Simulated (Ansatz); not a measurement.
## Ag: pressure and energy above lowest point against volume per atom

All results are calculated (Ansatz 0.2.0 development build). Equation of state of a cubic crystal from periodic Kohn-Sham density functional theory without spin; pressure corrected for the finite basis.

Cell of the first row (space group Im-3m, No. 229):
```
Ag
1.0
     -1.6173     1.6173     1.6173
      1.6173    -1.6173     1.6173
      1.6173     1.6173    -1.6173
Ag
1
Direct
  0.00000 0.00000 0.00000
```

Settings of every row: formula Ag; structure type bcc; functional PBE; spin treatment none; k mesh 46x46x46; occupation method fermi-dirac; occupation width 0.061225619 eV; wave cutoff 420 eV; datasets soft-1 PAW; density cutoff ratio 4.

Limits: a cubic model structure, not a phase known at ambient conditions.

| row | volume per atom (Å³) | pressure (GPa) | energy above lowest point (meV/atom) |
| --- | --- | --- | --- |
| 1 | 16.92 | 6.486 | 20.29 |
| 2 | 17.28 | 4.017 | 8.55 |
| 3 | 17.64 | 1.857 | 2 |
| 4 | 18 | -0.033 | 0 |
| 5 | 18.36 | -1.687 | 1.97 |
| 6 | 18.72 | ? | ? |
| 7 | 19.08 | -4.395 | 15.91 |

Question: what pressure and energy above lowest point should row 6 give?

Worked fit of pressure. Take u = (V_r/V)^(2/3) − 1 with V_r = 17.82 Å³ an atom, which is twice the finite (Eulerian) strain; such expansions in the strain, on which the Birch-Murnaghan equation of state is built, carry the rest volume and the bulk modulus. The shown rows have u = 0.03515, 0.02073, 0.00679, -0.00668, -0.01971, -0.04452. Least squares give pressure = 0.8802 + 140.212 × u + 521.48 × u² + 755 × u³ GPa; a parabola predicts inner rows, each left out in turn, worse (root mean square 0.015 against 0.0011 GPa). The rows lie off it by 0.000, -0.001, 0.000, 0.000, 0.000, 0.000. The pressure vanishes at u = -0.0064, or V = 17.99 Å³ an atom, and there the bulk modulus at fixed shape and fractions is B = −V dP/dV = (2/3)(1 + u) dP/du = 88.5 GPa. The withheld row has u = -0.03231, so the fit gives 0.8802 + 140.212 × (-0.03231) + 521.48 × (-0.03231)² + 755 × (-0.03231)³ = -3.131 GPa.

The calculation gave -3.132 GPa. The fit lies 0.001 GPa (0.0092 % of the column's range) above it, one unit of the last digit.

Worked fit of energy above lowest point. Take u = (V_r/V)^(2/3) − 1 with V_r = 17.82 Å³ an atom, which is twice the finite (Eulerian) strain; such expansions in the strain, on which the Birch-Murnaghan equation of state is built, carry the rest volume and the bulk modulus. The shown rows have u = 0.03515, 0.02073, 0.00679, -0.00668, -0.01971, -0.04452. Least squares give energy above lowest point = 0.467 + 146.99 × u + 11522.3 × u² + 9649 × u³ meV/atom; a parabola predicts inner rows, each left out in turn, worse (root mean square 0.19 against 0.0053 meV/atom). All shown rows lie on it to the printed digit. Its lowest point lies at u = -0.0064, or V = 17.99 Å³ an atom, and the curvature there gives the bulk modulus at fixed shape and fractions, B = (4/9)(1 + u)² E″(u)/V = 88.6 GPa. The withheld row has u = -0.03231, so the fit gives 0.467 + 146.99 × (-0.03231) + 11522.3 × (-0.03231)² + 9649 × (-0.03231)³ = 7.42 meV/atom.

The calculation gave 7.42 meV/atom. The fit meets it to the printed digit.
